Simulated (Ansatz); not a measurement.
# KCl: a short molecular-dynamics run

A trajectory of KCl, a distorted structure with 4 atoms that was not relaxed first: 40 steps of 0.5 fs under a Langevin thermostat at 600 K.

Method: DFT PBE, plane waves, PAW, scalar-relativistic, no spin polarisation, in Ansatz 0.2.0.

## (1) The starting structure

The cell holds 4 atoms (Cl2K2): a = 7.627 Å, b = 4.379 Å, c = 4.385 Å, α = 60.20°, β = 106.63°, γ = 106.55°.

As a file:

```cif
data_structure
_symmetry_space_group_name_H-M 'P 1'
_symmetry_Int_Tables_number 1
_cell_length_a 7.6267
_cell_length_b 4.3793
_cell_length_c 4.3847
_cell_angle_alpha 60.204
_cell_angle_beta 106.634
_cell_angle_gamma 106.551
_cell_volume 119.97
loop_
_atom_site_label
_atom_site_type_symbol
_atom_site_fract_x
_atom_site_fract_y
_atom_site_fract_z
_atom_site_occupancy
K1 K 0.00021 0.99330 0.02636 1
K2 K 0.51733 0.50443 0.49932 1
Cl1 Cl 0.25101 0.80105 0.75467 1
Cl2 Cl 0.74984 0.27821 0.25443 1
```

## (2) Molecular dynamics

Contents of input.yaml:

```yaml
crystal:
  lattice:
    - [-6.21503, 3.121059, 3.130399]
    - [3.091728, -0.002727, 3.101551]
    - [3.09598, 3.104969, -0.006979]
  atoms:
    - { symbol: K, position: [0.000211, 0.993301, 0.026359] }
    - { symbol: K, position: [0.517334, 0.50443, 0.499318] }
    - { symbol: Cl, position: [0.251015, 0.80105, 0.754666] }
    - { symbol: Cl, position: [0.749844, 0.278211, 0.254426] }
kpoints:
  mp_grid: { grid: [2, 4, 4] }
magnetization:
  spin_polarized: false
scf:
  occupations: { method: fermi_dirac, width: 0.1 }
hamiltonian:
  pseudopotentials: { kind: paw }
  xc: pbe
basis:
  ecutwfc: 420
md:
  timestep: 0.5
  n_steps: 40
  ensemble: nvt_langevin
  temperature: 600.0
  initial_velocities: maxwell_boltzmann
  seed: 20695
```

On the command line:

```console
> ansatz run input.yaml --threads 2 --pin off --max-ram 2560MiB --backend cpu --events-out ev --progress --plain --runs-dir out
```

The log of the run:

```text
Warning: md: disabling space-group detection — thermal motion breaks the input geometry's symmetry, so no spatial operation reduces the k-mesh or symmetrises the density; time reversal is kept, so that k and −k are solved as one point where they differ and the mesh holds both, and exact exchange and, on two spinor components, a DFT+U term hold to it where the run has them: on two components no moment then forms, and a state that bears one, which a typed moment (crystal.atoms[].spin; refused beside efield: under a hybrid functional) reaches, can lie lower, under hf by electronvolts; crystal.symmetry.detect: false (a key that needs symmetry detection or time reversal refuses this as the deck is read) with time_reversal: false beside it drops time reversal too
Warning: RAYON_NUM_THREADS=2 ignored (pool sized by the plan → 2); use --threads N
Engine: ansatz 0.2.0, aarch64-unknown-linux-gnu
Pseudopotentials: kind: paw
Pseudopotential: K, paw, valence charge 9, recommended cutoff 420 eV (normal), K.paw.azcp
Pseudopotential: Cl, paw, valence charge 7, recommended cutoff 420 eV (normal), Cl.paw.azcp
Functional definition: PBE
  parameter kappa = 0.804
  parameter beta = 0.06672455060314922
  exchange = pbe_x(kappa = kappa, mu = beta*pi^2/3)
  correlation = pbe_c(beta = beta)
Crystal: 4 atoms, lattice volume = 119.966 Å³
Basis set: ecut = 420 eV, 2389 PW (Γ), exchange–correlation on 108×60×60 points (8 copies of the dense FFT grid, shifted against one another)
Bands: 20, of which v1, the nominal top of the filled ones, is band 16 counted from 1 (15 counted from 0)
Symmetry: 1 space group operations
k-points: 20 of 32 (time reversal used)
Non-local potential: K, projectors of the file, l = 0: 3, l = 1: 2, l = 2: 2
Non-local potential: Cl, projectors of the file, l = 0: 2, l = 1: 2, l = 2: 2
PAW form: soft (Blöchl's): semilocal exchange-correlation on the pseudo side does not see the compensation charge
PAW one-centre angular grid: K, 110 points (default); XC on 64 Gauss nodes
PAW one-centre angular grid: Cl, 110 points (default); XC on 64 Gauss nodes
Initial density: superposition of atomic densities (neutral atoms: chi_scale 0, normalization atom), corrected by the library's trained network
Initial wavefunctions: pseudopotential atomic-orbital guess
Functional: x = pbe(κ = 0.804, μ = 0.2195149727645171), c = pbe(β = 0.06672455060314922)
SCF iter   1: F=—  HF=-5242.329843 eV  |F-HF|=—  |Δ(HF+E_count)|=         —  Δρ=2.71e-4  dr2=1.43e-4  ethr=1.77e-3  ⟨swp⟩=7.2  Hψ=2159  notcnv=0
preconditioner: auto → Resta (q_TF=auto, 2.189 Å⁻¹)  ε∞=2.6  [insulator: Δε(μ)=5.248 eV  Ē_g=14.231 eV  σ=0.100 eV  W_gap=1.00  n_scr=22 (ndim 8)  ℏωp=17.9 eV  f_vac=0.081  D(μ)=0.00/eV (n_scr^D=0)  ε∞_Penn≈2.6]
SCF iter   2: F=—  HF=-5242.328247 eV  |F-HF|=—  |Δ(HF+E_count)|=   1.60e-3  Δρ=2.08e-4  dr2=7.85e-5  ethr=4.47e-7  ⟨swp⟩=2.1  Hψ=887  notcnv=0
SCF iter   3: F=—  HF=-5242.328232 eV  |F-HF|=—  |Δ(HF+E_count)|=   1.52e-5  Δρ=7.31e-5  dr2=9.64e-6  ethr=2.45e-7  ⟨swp⟩=2.0  Hψ=532  notcnv=0
SCF iter   4: F=—  HF=-5242.328235 eV  |F-HF|=—  |Δ(HF+E_count)|=   2.96e-6  Δρ=2.87e-5  dr2=1.27e-6  ethr=3.01e-8  ⟨swp⟩=3.0  Hψ=700  notcnv=0
SCF iter   5: F=—  HF=-5242.328238 eV  |F-HF|=—  |Δ(HF+E_count)|=   3.07e-6  Δρ=1.07e-5  dr2=1.56e-7  ethr=3.95e-9  ⟨swp⟩=3.0  Hψ=680  notcnv=0
SCF iter   6: F=-5242.328238 eV  HF=-5242.328238 eV  |F-HF|=1.83e-10  |Δ(HF+E_count)|=   1.50e-8  Δρ=1.17e-6  dr2=1.66e-9  ethr=1.25e-11  ⟨swp⟩=3.0  Hψ=1798  notcnv=0
SCF 1 converged in 6 iterations: F = -5242.328238 eV  dr2 = 1.66e-9
md step     0: t =     0.00 fs  T =   450.0 K  F+E_penalty+E_count = -5242.32823794 eV  E_kin = 0.232668 eV  (6 SCF iters)
Initial density: handed on by an earlier stage of this run
Initial wavefunctions: those handed on with the density
iter 1 solved again at ethr=6.25e-8 eV; its pass at ethr=3.10e-3 eV (dr2=2.00e-5 eV) is discarded
SCF iter   1: F=—  HF=-5242.328139 eV  |F-HF|=—  |Δ(HF+E_count)|=         —  Δρ=1.26e-4  dr2=1.91e-5  ethr=6.25e-8  ⟨swp⟩=3.3  Hψ=2623  notcnv=0
preconditioner: auto → Resta (q_TF=auto, 2.189 Å⁻¹)  ε∞=2.6  [insulator: Δε(μ)=5.246 eV  Ē_g=14.234 eV  σ=0.100 eV  W_gap=1.00  n_scr=22 (ndim 8)  ℏωp=17.9 eV  f_vac=0.080  D(μ)=0.00/eV (n_scr^D=0)  ε∞_Penn≈2.6]
SCF iter   2: F=—  HF=-5242.328134 eV  |F-HF|=—  |Δ(HF+E_count)|=   5.42e-6  Δρ=5.22e-5  dr2=2.90e-6  ethr=5.97e-8  ⟨swp⟩=2.0  Hψ=520  notcnv=0
SCF iter   3: F=—  HF=-5242.328135 eV  |F-HF|=—  |Δ(HF+E_count)|=   1.48e-6  Δρ=1.42e-5  dr2=2.23e-7  ethr=9.06e-9  ⟨swp⟩=2.0  Hψ=532  notcnv=0
SCF iter   4: F=-5242.328135 eV  HF=-5242.328135 eV  |F-HF|=4.00e-9  |Δ(HF+E_count)|=   8.27e-8  Δρ=1.77e-6  dr2=3.43e-9  ethr=1.25e-11  ⟨swp⟩=3.0  Hψ=1800  notcnv=0
SCF 2 converged in 4 iterations: F = -5242.328135 eV  dr2 = 3.43e-9
md step     1: t =     0.50 fs  T =   417.2 K  F+E_penalty+E_count = -5242.32813531 eV  E_kin = 0.215728 eV  (4 SCF iters)
iter 1 solved again at ethr=6.26e-8 eV; its pass at ethr=3.10e-3 eV (dr2=2.00e-5 eV) is discarded
SCF iter   1: F=—  HF=-5242.328035 eV  |F-HF|=—  |Δ(HF+E_count)|=         —  Δρ=1.22e-4  dr2=1.77e-5  ethr=6.26e-8  ⟨swp⟩=3.3  Hψ=2647  notcnv=0
preconditioner: auto → Resta (q_TF=auto, 2.189 Å⁻¹)  ε∞=2.6  [insulator: Δε(μ)=5.247 eV  Ē_g=14.234 eV  σ=0.100 eV  W_gap=1.00  n_scr=22 (ndim 8)  ℏωp=17.9 eV  f_vac=0.080  D(μ)=0.00/eV (n_scr^D=0)  ε∞_Penn≈2.6]
SCF iter   2: F=—  HF=-5242.328031 eV  |F-HF|=—  |Δ(HF+E_count)|=   4.17e-6  Δρ=5.10e-5  dr2=2.74e-6  ethr=5.54e-8  ⟨swp⟩=2.0  Hψ=518  notcnv=0
SCF iter   3: F=—  HF=-5242.328032 eV  |F-HF|=—  |Δ(HF+E_count)|=   1.66e-6  Δρ=1.39e-5  dr2=2.20e-7  ethr=8.58e-9  ⟨swp⟩=2.0  Hψ=532  notcnv=0
SCF iter   4: F=-5242.328032 eV  HF=-5242.328032 eV  |F-HF|=3.94e-9  |Δ(HF+E_count)|=   9.31e-8  Δρ=1.74e-6  dr2=3.33e-9  ethr=1.25e-11  ⟨swp⟩=3.1  Hψ=1794  notcnv=0
SCF 3 converged in 4 iterations: F = -5242.328032 eV  dr2 = 3.33e-9
md step     2: t =     1.00 fs  T =   418.5 K  F+E_penalty+E_count = -5242.32803239 eV  E_kin = 0.216390 eV  (4 SCF iters)
[... from here on, the SCF cycles and remarks between the steps are left out ...]
md step     3: t =     1.50 fs  T =   435.4 K  F+E_penalty+E_count = -5242.32795188 eV  E_kin = 0.225120 eV  (5 SCF iters)
md step     4: t =     2.00 fs  T =   421.9 K  F+E_penalty+E_count = -5242.32786517 eV  E_kin = 0.218165 eV  (5 SCF iters)
md step     5: t =     2.50 fs  T =   393.5 K  F+E_penalty+E_count = -5242.32776805 eV  E_kin = 0.203466 eV  (3 SCF iters)
md step     6: t =     3.00 fs  T =   399.5 K  F+E_penalty+E_count = -5242.32762465 eV  E_kin = 0.206558 eV  (3 SCF iters)
md step     7: t =     3.50 fs  T =   440.3 K  F+E_penalty+E_count = -5242.32751832 eV  E_kin = 0.227667 eV  (3 SCF iters)
md step     8: t =     4.00 fs  T =   427.6 K  F+E_penalty+E_count = -5242.32747098 eV  E_kin = 0.221063 eV  (3 SCF iters)
md step     9: t =     4.50 fs  T =   453.5 K  F+E_penalty+E_count = -5242.32738622 eV  E_kin = 0.234453 eV  (3 SCF iters)
md step    10: t =     5.00 fs  T =   445.8 K  F+E_penalty+E_count = -5242.32720824 eV  E_kin = 0.230485 eV  (5 SCF iters)
md step    11: t =     5.50 fs  T =   503.9 K  F+E_penalty+E_count = -5242.32699084 eV  E_kin = 0.260530 eV  (3 SCF iters)
md step    12: t =     6.00 fs  T =   538.0 K  F+E_penalty+E_count = -5242.32676320 eV  E_kin = 0.278172 eV  (3 SCF iters)
md step    13: t =     6.50 fs  T =   574.2 K  F+E_penalty+E_count = -5242.32641712 eV  E_kin = 0.296887 eV  (3 SCF iters)
md step    14: t =     7.00 fs  T =   584.0 K  F+E_penalty+E_count = -5242.32583020 eV  E_kin = 0.301953 eV  (3 SCF iters)
md step    15: t =     7.50 fs  T =   577.0 K  F+E_penalty+E_count = -5242.32512646 eV  E_kin = 0.298319 eV  (3 SCF iters)
md step    16: t =     8.00 fs  T =   637.4 K  F+E_penalty+E_count = -5242.32425475 eV  E_kin = 0.329563 eV  (3 SCF iters)
md step    17: t =     8.50 fs  T =   646.2 K  F+E_penalty+E_count = -5242.32314089 eV  E_kin = 0.334087 eV  (3 SCF iters)
md step    18: t =     9.00 fs  T =   643.5 K  F+E_penalty+E_count = -5242.32188746 eV  E_kin = 0.332726 eV  (3 SCF iters)
md step    19: t =     9.50 fs  T =   609.9 K  F+E_penalty+E_count = -5242.32051544 eV  E_kin = 0.315355 eV  (3 SCF iters)
md step    20: t =    10.00 fs  T =   642.8 K  F+E_penalty+E_count = -5242.31897759 eV  E_kin = 0.332336 eV  (5 SCF iters)
md step    21: t =    10.50 fs  T =   628.2 K  F+E_penalty+E_count = -5242.31731807 eV  E_kin = 0.324818 eV  (3 SCF iters)
md step    22: t =    11.00 fs  T =   663.7 K  F+E_penalty+E_count = -5242.31563675 eV  E_kin = 0.343182 eV  (3 SCF iters)
md step    23: t =    11.50 fs  T =   669.5 K  F+E_penalty+E_count = -5242.31379008 eV  E_kin = 0.346159 eV  (3 SCF iters)
md step    24: t =    12.00 fs  T =   687.0 K  F+E_penalty+E_count = -5242.31169907 eV  E_kin = 0.355185 eV  (3 SCF iters)
md step    25: t =    12.50 fs  T =   703.7 K  F+E_penalty+E_count = -5242.30938637 eV  E_kin = 0.363860 eV  (3 SCF iters)
md step    26: t =    13.00 fs  T =   702.7 K  F+E_penalty+E_count = -5242.30674442 eV  E_kin = 0.363339 eV  (3 SCF iters)
md step    27: t =    13.50 fs  T =   682.2 K  F+E_penalty+E_count = -5242.30378501 eV  E_kin = 0.352728 eV  (3 SCF iters)
md step    28: t =    14.00 fs  T =   616.1 K  F+E_penalty+E_count = -5242.30069788 eV  E_kin = 0.318554 eV  (3 SCF iters)
md step    29: t =    14.50 fs  T =   582.1 K  F+E_penalty+E_count = -5242.29755598 eV  E_kin = 0.300967 eV  (3 SCF iters)
md step    30: t =    15.00 fs  T =   614.0 K  F+E_penalty+E_count = -5242.29429464 eV  E_kin = 0.317469 eV  (5 SCF iters)
md step    31: t =    15.50 fs  T =   633.6 K  F+E_penalty+E_count = -5242.29086940 eV  E_kin = 0.327591 eV  (3 SCF iters)
md step    32: t =    16.00 fs  T =   636.0 K  F+E_penalty+E_count = -5242.28735148 eV  E_kin = 0.328831 eV  (3 SCF iters)
md step    33: t =    16.50 fs  T =   596.0 K  F+E_penalty+E_count = -5242.28385003 eV  E_kin = 0.308168 eV  (3 SCF iters)
md step    34: t =    17.00 fs  T =   606.3 K  F+E_penalty+E_count = -5242.28030980 eV  E_kin = 0.313461 eV  (3 SCF iters)
md step    35: t =    17.50 fs  T =   622.6 K  F+E_penalty+E_count = -5242.27662123 eV  E_kin = 0.321926 eV  (3 SCF iters)
md step    36: t =    18.00 fs  T =   663.6 K  F+E_penalty+E_count = -5242.27282068 eV  E_kin = 0.343120 eV  (3 SCF iters)
md step    37: t =    18.50 fs  T =   732.2 K  F+E_penalty+E_count = -5242.26888668 eV  E_kin = 0.378599 eV  (3 SCF iters)
md step    38: t =    19.00 fs  T =   713.4 K  F+E_penalty+E_count = -5242.26482452 eV  E_kin = 0.368846 eV  (3 SCF iters)
md step    39: t =    19.50 fs  T =   733.9 K  F+E_penalty+E_count = -5242.26063764 eV  E_kin = 0.379436 eV  (3 SCF iters)
iter 1 solved again at ethr=9.92e-8 eV; its pass at ethr=3.10e-3 eV (dr2=3.17e-5 eV) is discarded
SCF iter   1: F=—  HF=-5242.256272 eV  |F-HF|=—  |Δ(HF+E_count)|=         —  Δρ=1.86e-4  dr2=4.60e-5  ethr=9.92e-8  ⟨swp⟩=3.6  Hψ=2735  notcnv=0
preconditioner: auto → Resta (q_TF=auto, 2.189 Å⁻¹)  ε∞=2.6  [insulator: Δε(μ)=5.298 eV  Ē_g=14.215 eV  σ=0.100 eV  W_gap=1.00  n_scr=22 (ndim 8)  ℏωp=17.9 eV  f_vac=0.083  D(μ)=0.00/eV (n_scr^D=0)  ε∞_Penn≈2.6]
SCF iter   2: F=—  HF=-5242.256258 eV  |F-HF|=—  |Δ(HF+E_count)|=   1.39e-5  Δρ=7.31e-5  dr2=6.41e-6  ethr=9.92e-8  ⟨swp⟩=2.0  Hψ=520  notcnv=0
SCF iter   3: F=—  HF=-5242.256257 eV  |F-HF|=—  |Δ(HF+E_count)|=   8.99e-7  Δρ=2.08e-5  dr2=4.54e-7  ethr=2.00e-8  ⟨swp⟩=2.0  Hψ=516  notcnv=0
SCF iter   4: F=—  HF=-5242.256259 eV  |F-HF|=—  |Δ(HF+E_count)|=   2.17e-6  Δρ=2.64e-6  dr2=7.16e-9  ethr=1.42e-9  ⟨swp⟩=2.9  Hψ=726  notcnv=0
SCF iter   5: F=-5242.256259 eV  HF=-5242.256259 eV  |F-HF|=5.09e-11  |Δ(HF+E_count)|=   9.30e-9  Δρ=6.54e-7  dr2=6.01e-10  ethr=1.25e-11  ⟨swp⟩=4.0  Hψ=1321  notcnv=0
SCF 41 converged in 5 iterations: F = -5242.256259 eV  dr2 = 6.01e-10
md step    40: t =    20.00 fs  T =   757.0 K  F+E_penalty+E_count = -5242.25625944 eV  E_kin = 0.391376 eV  (5 SCF iters)
SCF converged after 5 iterations
Free energy (F): -5242.256259 eV
Harris-Foulkes:  -5242.256259 eV  (|F-HF|=5.09e-11)
Internal energy: -5242.256259 eV  (E = F + TS)
E sigma→0 (E₀):  -5242.256259 eV
Fermi energy:    3.891370 eV
--- Per-component energies (eV) ---
  E_band       = -253.588972
  E_kinetic    = 834.360647
  E_local      = -1650.187392  (includes V_loc(G=0)·N_el)
  E_nonlocal   = 82.329081
  E_hartree    = 554.357716
  E_xc         = -487.136162
  E_vxc        = -577.123635  (∫ρ·V_xc dr)
  E_paw        = -2882.488121  (= ΣΔE_a)
  E_vpaw       = -51.683047  (= ΣTr[D̂ρ^β])
  E_aug_tail   = 0.000173  (compensation charges beyond the density's cutoff)
  E_ewald      = -1693.492200
  E_smearing   = -0.000000  (= −TS)
  E_closure    = -0.000000  (closes the sum)
  Σ components = -5242.256259   (vs F -5242.256259, Δ=0.00e0)
--- Forces (eV/Å), atoms counted from 1 ---
  atom   1  K      0.34749146     0.15893241     0.04406148
  atom   2  K      0.44777413     0.04190784     0.19825795
  atom   3  Cl    -0.41015144    -0.04732980    -0.37721586
  atom   4  Cl    -0.38512567    -0.15352095     0.13489609
  max |Σ_I F_I| component: 1.15e-5 eV/Å
--- MD trajectory: 40 steps, t = 0.0 → 20.0 fs ---
  final state: T = 757.0 K   F+E_penalty+E_count = -5242.25625944 eV   E_kin = 0.391376 eV
```

Run time: 43 s. Hardware: 2 threads of an Arm CPU, shared host; peak memory 0.35 GiB.

## (3) The trajectory

One step in 3; energies are changes from step 0; msd is the mean square displacement from the start, the centre of mass held:

```csv
time (fs),T (K),potential energy change (meV/atom),msd Cl (Å²),msd K (Å²)
0.0,450,0.0,0.000,0.000
1.5,435,0.1,0.000,0.000
3.0,400,0.2,0.000,0.000
4.5,453,0.2,0.001,0.000
6.0,538,0.4,0.002,0.000
7.5,577,0.8,0.003,0.001
9.0,644,1.6,0.004,0.001
10.5,628,2.7,0.005,0.002
12.0,687,4.1,0.007,0.003
13.5,682,6.1,0.009,0.004
15.0,614,8.5,0.011,0.005
16.5,596,11.1,0.013,0.006
18.0,664,13.9,0.016,0.007
19.5,734,16.9,0.018,0.009
20.0,757,18.0,0.019,0.009
```

time (fs), T (K) and a bar:
```
      0.0        450 #####
      1.0        419 ##
      1.5        435 ###
      2.5        394 
      3.5        440 ####
      4.5        453 #####
      5.0        446 ####
      6.0        538 ############
      7.0        584 ################
      8.0        637 ####################
      8.5        646 #####################
      9.5        610 ##################
     10.5        628 ###################
     11.5        670 #######################
     12.0        687 ########################
     13.0        703 ##########################
     14.0        616 ##################
     15.0        614 ##################
     15.5        634 ####################
     16.5        596 #################
     17.5        623 ###################
     18.5        732 ############################
     19.0        713 ##########################
     20.0        757 ##############################
```

## (4) Snapshots as a file

Positions (Å) and forces (eV/Å):

```xyz
4
Lattice="-6.215 3.121 3.130 3.092 -0.003 3.102 3.096 3.105 -0.007" Properties=species:S:1:pos:R:3:forces:R:3 pbc="T T T" time_fs=2.5 T=394 dE=0.0005
K     3.148    0.072    3.086    0.075   -0.008    0.243
K    -0.111    3.158    3.178    0.448   -0.104    0.033
Cl    3.262    3.125    3.278   -0.233    0.067   -0.194
Cl   -3.014    3.143    3.197   -0.291    0.045   -0.083
4
Lattice="-6.215 3.121 3.130 3.092 -0.003 3.102 3.096 3.105 -0.007" Properties=species:S:1:pos:R:3:forces:R:3 pbc="T T T" time_fs=5.0 T=446 dE=0.0010
K     3.144    0.063    3.094    0.095    0.011    0.218
K    -0.110    3.152    3.174    0.435   -0.084    0.055
Cl    3.270    3.125    3.291   -0.249    0.057   -0.218
Cl   -3.017    3.156    3.187   -0.281    0.016   -0.055
4
Lattice="-6.215 3.121 3.130 3.092 -0.003 3.102 3.096 3.105 -0.007" Properties=species:S:1:pos:R:3:forces:R:3 pbc="T T T" time_fs=7.5 T=577 dE=0.0031
K     3.139    0.056    3.105    0.128    0.028    0.184
K    -0.109    3.144    3.171    0.420   -0.057    0.078
Cl    3.280    3.127    3.304   -0.271    0.044   -0.242
Cl   -3.019    3.171    3.174   -0.277   -0.015   -0.020
4
Lattice="-6.215 3.121 3.130 3.092 -0.003 3.102 3.096 3.105 -0.007" Properties=species:S:1:pos:R:3:forces:R:3 pbc="T T T" time_fs=10.0 T=643 dE=0.0093
K     3.134    0.049    3.119    0.170    0.047    0.146
K    -0.109    3.137    3.167    0.414   -0.033    0.100
Cl    3.293    3.130    3.315   -0.300    0.030   -0.264
Cl   -3.017    3.185    3.159   -0.285   -0.044    0.019
4
Lattice="-6.215 3.121 3.130 3.092 -0.003 3.102 3.096 3.105 -0.007" Properties=species:S:1:pos:R:3:forces:R:3 pbc="T T T" time_fs=12.5 T=704 dE=0.0189
K     3.130    0.041    3.133    0.215    0.068    0.110
K    -0.108    3.131    3.162    0.411   -0.012    0.123
Cl    3.306    3.136    3.326   -0.326    0.010   -0.292
Cl   -3.012    3.196    3.142   -0.300   -0.067    0.059
4
Lattice="-6.215 3.121 3.130 3.092 -0.003 3.102 3.096 3.105 -0.007" Properties=species:S:1:pos:R:3:forces:R:3 pbc="T T T" time_fs=15.0 T=614 dE=0.0339
K     3.124    0.033    3.146    0.262    0.094    0.082
K    -0.112    3.127    3.157    0.422    0.005    0.143
Cl    3.319    3.142    3.338   -0.356   -0.008   -0.320
Cl   -3.006    3.209    3.125   -0.328   -0.091    0.094
4
Lattice="-6.215 3.121 3.130 3.092 -0.003 3.102 3.096 3.105 -0.007" Properties=species:S:1:pos:R:3:forces:R:3 pbc="T T T" time_fs=17.5 T=623 dE=0.0516
K     3.121    0.025    3.158    0.302    0.125    0.063
K    -0.117    3.122    3.154    0.436    0.022    0.169
Cl    3.331    3.149    3.352   -0.380   -0.028   -0.350
Cl   -2.999    3.223    3.115   -0.358   -0.119    0.118
4
Lattice="-6.215 3.121 3.130 3.092 -0.003 3.102 3.096 3.105 -0.007" Properties=species:S:1:pos:R:3:forces:R:3 pbc="T T T" time_fs=20.0 T=757 dE=0.0720
K     3.118    0.017    3.173    0.347    0.159    0.044
K    -0.123    3.115    3.151    0.448    0.042    0.198
Cl    3.345    3.159    3.366   -0.410   -0.047   -0.377
Cl   -2.994    3.240    3.107   -0.385   -0.154    0.135
```

## (5) Outcome

| quantity | value |
| --- | --- |
| length | 40 steps of 0.5 fs |
| temperature, first and last step | 450 and 757 K |
| temperature, second half | mean 661 K, from 582 to 757 K |
| potential energy, second half | +9 meV/atom from the start |
| mean square displacement, second half | Cl 0.011, K 0.005 Å² |

In words: Against a set 600 K the second half averages 661 K with a spread of 48 K (in equilibrium 4 atoms would scatter by about 245 K, over a far longer run). No atom gets farther than 0.16 Å from its start, with the drift of the whole removed, against a typical distance of 3.0 Å between sites at the start. Averages from a run of 20 fs with 4 atoms are rough.
